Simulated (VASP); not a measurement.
# Ti (Fm-3m) in VASP: settings compared, part 3 of 3

VASP 6.6.1. Earlier steps stand in the parts before.

### Step 5. Relaxation of cell and atoms, r2SCAN+rVV10

File INCAR:

```
  ALGO = Normal
  BPARAM = 11.95
  CPARAM = 0.0093
  EDIFF = 1E-7
  EDIFFG = -0.005
  ENCUT = 600
  IBRION = 2
  ISIF = 3
  ISMEAR = 0
  IVDW_NL = 2
  LASPH = True
  LCHARG = False
  LMIXTAU = True
  LREAL = False
  LUSE_VDW = True
  LWAVE = False
  METAGGA = R2SCAN
  NELM = 80
  NSW = 90
  PREC = Accurate
  SIGMA = 0.1
```

File KPOINTS:

```
k-points
0
Gamma
  18 18 18
```

File POSCAR:

```
Ti
1.0
    0.0000000000      2.0545745400      2.0545745400
    2.0545745400      0.0000000000      2.0545745400
    2.0545745400      2.0545745400      0.0000000000
Ti
1
Direct
    0.0000000000      0.0000000000      0.0000000000
```

Potentials or basis: VASP PAW PBE potentials, release 64 (Ti_sv).

Started as:

```
$ cat potpaw_PBE.64/Ti_sv/POTCAR > POTCAR
$ mpirun -np 1 vasp_std > vasp.out
```

OUTCAR:

```text
BPARAM = 11.95
   EDIFF = 1E-7
   EDIFFG = -0.005
   ENCUT = 600
   IBRION = 2
   ISIF = 3
   ISMEAR = 0
   IVDW_NL = 2
   LASPH = True
   LREAL = False
   METAGGA = R2SCAN
   NELM = 80
   NSW = 90
   PREC = Accurate

 ion  position               nearest neighbor table
   1  0.000  0.000  0.000-

  LATTYP: Found a face centered cubic cell.
 ALAT       =     4.1091490800

  Lattice vectors:

 A1 = (   0.0000000000,   2.0545745400,   2.0545745400)
 A2 = (   2.0545745400,   0.0000000000,   2.0545745400)
 A3 = (   2.0545745400,   2.0545745400,   0.0000000000)

Analysis of symmetry for initial positions (statically):
=====================================================================
 Subroutine PRICEL returns:
 Original cell was already a primitive cell.

 Routine SETGRP: Setting up the symmetry group for a
 face centered cubic supercell.

 Subroutine GETGRP returns: Found 48 space group operations
 (whereof 48 operations were pure point group operations)
 out of a pool of 48 trial point group operations.

The static configuration has the point symmetry O_h .

Analysis of symmetry for dynamics (positions and initial velocities):
=====================================================================
 Subroutine PRICEL returns:
 Original cell was already a primitive cell.

 Routine SETGRP: Setting up the symmetry group for a
 face centered cubic supercell.

 Subroutine GETGRP returns: Found 48 space group operations
 (whereof 48 operations were pure point group operations)
 out of a pool of 48 trial point group operations.

The dynamic configuration has the point symmetry O_h .

 Subroutine INISYM returns: Found 48 space group operations
 (whereof 48 operations are pure point group operations),
 and found     1 'primitive' translations

----------------------------------------------------------------------------------------

                                     Primitive cell

  volume of cell :      17.3459

  direct lattice vectors                    reciprocal lattice vectors
     0.000000000  2.054574540  2.054574540    -0.243359387  0.243359387  0.243359387
     2.054574540  0.000000000  2.054574540     0.243359387 -0.243359387  0.243359387
     2.054574540  2.054574540  0.000000000     0.243359387  0.243359387 -0.243359387

  length of vectors
     2.905607179  2.905607179  2.905607179     0.421510822  0.421510822  0.421510822

  position of ions in fractional coordinates (direct lattice)
     0.000000000  0.000000000  0.000000000

  ion indices of the primitive-cell ions
   primitive index   ion index
                 1           1

----------------------------------------------------------------------------------------

 KPOINTS: k-points

Automatic generation of k-mesh.
 Grid dimensions read from file:
 generate k-points for:   18   18   18

 Generating k-lattice:

  Cartesian coordinates                     Fractional coordinates (reciprocal lattice)
    -0.013519966  0.013519966  0.013519966     0.055555556  0.000000000  0.000000000
     0.013519966 -0.013519966  0.013519966     0.000000000  0.055555556  0.000000000
     0.013519966  0.013519966 -0.013519966     0.000000000  0.000000000  0.055555556

  Length of vectors
[... 48 lines left out ...]
   ICHARG =      2    charge: 1-file 2-atom 10-const
   ISPIN  =      1    spin polarized calculation?
   LNONCOLLINEAR =      F non collinear calculations
   LSORBIT =      F    spin-orbit coupling
   LASPH  =      T    aspherical Exc in radial PAW
   ENCUT  =  600.0 eV  44.10 Ry    6.64 a.u.   5.80  5.80  5.80*2*pi/ulx,y,z
   NELM   =     80;   NELMIN=  2; NELMDL= -5     # of ELM steps
   EDIFF  = 0.1E-06   stopping-criterion for ELM
   LREAL  =      F    real-space projection
   EDIFFG = -.5E-02   stopping-criterion for IOM
   NSW    =     90    number of steps for IOM
   IBRION =      2    ionic relax: 0-MD 1-quasi-New 2-CG
   NFREE  =      1    steps in history (QN), initial steepest desc. (CG)
   ISIF   =      3    stress and relaxation
   ISYM   =      2    0-nonsym 1-usesym 2-fastsym
   POTIM  = 0.5000    time-step for ionic-motion
   TEBEG  =    0.0;   TEEND  =   0.0 temperature during run
   PSTRESS=    0.0 pullay stress
   NELECT =      12.0000    total number of electrons
   NUPDOWN=      -1.0000    fix difference up-down
   EMIN   =  10.00;   EMAX   =-10.00  energy-range for DOS
   EFERMI =   0.00;   METHOD = LEGACY
   ISMEAR =     0;   SIGMA  =   0.10  broadening in eV -4-tet -1-fermi 0-gaus
   EFERMI_NEDOS =   21; number of points for ismear=-14 and -15
   IALGO  =     38    algorithm
   IMIX   =      4    mixing-type and parameters
     AMIX     =   0.40;   BMIX     =  1.00
     AMIX_MAG =   1.60;   BMIX_MAG =  1.00
  volume/ion in A,a.u.               =      17.35       117.06
  Fermi-wavevector in a.u.,A,eV,Ry     =   1.447894  2.736122 28.523202  2.096396
  Thomas-Fermi vector in A             =   2.565797
   LORBIT       =      0    0 simple, 1 ext, 2 COOP (PROOUT), +10 PAW based schemes
   METAGGA = R2SCAN    functional components
   LHFCALC =     F    Hartree Fock is set to
   AEXX    =    0.0000 exact exchange contribution
   IVDW_NL    =     2    kernel type
   BPARAM     =11.9500
   IVDW    =     0    specifies the selected vdW correction
   LEPSILON=     F    determine dielectric tensor
   LRPA    =     F    only Hartree local field effects (RPA)
 conjugate gradient relaxation of ions
 non-spin polarized calculation
 Gauss-broadening in eV      SIGMA  =   0.10
  energy-cutoff  :      600.00
  volume of cell :       17.35
 maximum number of plane-waves:       589
   NGX = 11   NGY = 11   NGZ = 11

--------------------------------------- Ionic step        1  -------------------------------------------

 number of electron      12.0000002 magnetization

 Free energy of the ion-electron system (eV)
  ---------------------------------------------------
  ext. energy  EPLUGINS =         0.00000000
  ---------------------------------------------------
  free energy    TOTEN  =       -12.60681231 eV

  energy without entropy =      -12.59946957  energy(sigma->0) =      -12.60314094

------------------------ aborting loop because EDIFF is reached ----------------------------------------

  FORCE on cell =-STRESS in cart. coord.  units (eV):
  Direction    XX          YY          ZZ          XY          YZ          ZX
  --------------------------------------------------------------------------------------
  -------------------------------------------------------------------------------------
  Total       -0.0343723     -0.0343723     -0.0343723     -0.0000000     -0.0000000     -0.0000000
  in kB       -3.1748535     -3.1748535     -3.1748535     -0.0000000     -0.0000000     -0.0000000
  external PRESSURE =      -3.1748535 kB  Pullay stress =       0.0000000 kB
[... 57 lines left out ...]
--------------------------------------- Ionic step        3  -------------------------------------------

 number of electron      12.0000003 magnetization

 Free energy of the ion-electron system (eV)
  ---------------------------------------------------
  ext. energy  EPLUGINS =         0.00000000
  ---------------------------------------------------
  free energy    TOTEN  =       -12.60686097 eV

  energy without entropy =      -12.59952739  energy(sigma->0) =      -12.60319418

 E-fermi :   8.2590     XC(G=0): -12.4564

 val. band max:        8.2515589692   @ k =  -0.3889   0.3889   0.1667
 cond. band min:       8.2708586585   @ k =   0.2778   0.0556   0.0000
 fundamental gap:      0.0192996893
 Fermi energy:         8.2590151287

 k-point     1 :       0.0000    0.0000    0.0000
  band No.  band energies     occupation
      1     -50.7639      2.00000
      2     -25.5630      2.00000
      3     -25.5629      2.00000
      4     -25.5629      2.00000
      5       1.7730      2.00000
      6       9.2691      0.00000
      7       9.2691      0.00000
      8       9.2691      0.00000
      9      11.0860      0.00000
     10      11.0860      0.00000
[... 287 lines left out ...]
 k-point    24 :      -0.2222    0.0556    0.0000
  band No.  band energies     occupation
      1     -50.7000      2.00000
      2     -25.9052      2.00000
      3     -25.6283      2.00000
      4     -25.5981      2.00000
      5       3.6086      2.00000
      6       8.3531      0.18312
      7       9.5299      0.00000
      8       9.6382      0.00000
      9      10.8418      0.00000
     10      11.3423      0.00000

 [... further k-points ...]

------------------------ aborting loop because EDIFF is reached ----------------------------------------

  FORCE on cell =-STRESS in cart. coord.  units (eV):
  Direction    XX          YY          ZZ          XY          YZ          ZX
  --------------------------------------------------------------------------------------
  -------------------------------------------------------------------------------------
  Total        0.0000541      0.0000541      0.0000541     -0.0000000      0.0000000     -0.0000000
  in kB        0.0050092      0.0050092      0.0050092     -0.0000000      0.0000000     -0.0000000
  external PRESSURE =       0.0050092 kB  Pullay stress =       0.0000000 kB
[... 16 lines left out ...]
  FREE ENERGIE OF THE ION-ELECTRON SYSTEM (eV)
  ---------------------------------------------------
  free  energy   TOTEN  =       -12.6068609691 eV

  energy  without entropy=      -12.5995273895  energy(sigma->0) =      -12.60319418

 reached required accuracy - stopping structural energy minimisation
```

OSZICAR:

```text
N       E                     dE             d eps       ncg     rms          rms(c)
DAV:   1     0.792697020008E+02    0.79270E+02   -0.75584E+03  3900   0.163E+03
DAV:   2    -0.116276120002E+02   -0.90897E+02   -0.89534E+02  4004   0.344E+02
DAV:   3    -0.167862785425E+02   -0.51587E+01   -0.51056E+01  5484   0.826E+01
[... 45 lines left out ...]
DAV:   6    -0.126068529461E+02    0.32303E-05   -0.36747E-06  4502   0.268E-02    0.127E-02
DAV:   7    -0.126068587723E+02   -0.58263E-05   -0.43293E-06  3900   0.343E-02    0.198E-03
DAV:   8    -0.126068594052E+02   -0.63282E-06   -0.12948E-07  2994   0.595E-03    0.208E-03
DAV:   9    -0.126068596037E+02   -0.19849E-06   -0.40281E-08  1962   0.376E-03    0.166E-03
DAV:  10    -0.126068610025E+02   -0.13988E-05   -0.69375E-08  1952   0.530E-03    0.850E-05
DAV:  11    -0.126068609691E+02    0.33397E-07   -0.83855E-09  1950   0.167E-03
   3 F= -.12606861E+02 E0= -.12603194E+02  d E =-.486598E-04
```

It took 3.5 min on 1 thread of Intel Xeon 6975P-C (Granite Rapids), shared host; peak memory 0.27 GiB.

Results:

```
Free energy                            : -12.6069 eV
Relaxed volume                         : 17.30 Å³/atom
Relaxed cell                           : a = 2.903 Å, b = 2.903 Å, c = 2.903 Å, α = 60.00°, β = 60.00°, γ = 60.00°
Space group after relaxing (to 0.05 Å) : Fm-3m (No. 225)
Energy gained by relaxing              : 0.0 meV/atom
Ionic steps                            : 3
Pressure after relaxing                : 0.0 GPa
Band gap on the k mesh                 : none (metal or under the smearing width)
```

Final structure:
```xyz
1
Lattice="0.0000 2.0526 2.0526 2.0526 0.0000 2.0526 2.0526 2.0526 0.0000" Properties=species:S:1:pos:R:3 pbc="T T T"
Ti    0.0000    0.0000    0.0000
```

Caveat: the PAW data sets were made with another functional, which shifts forces and pressure a little.
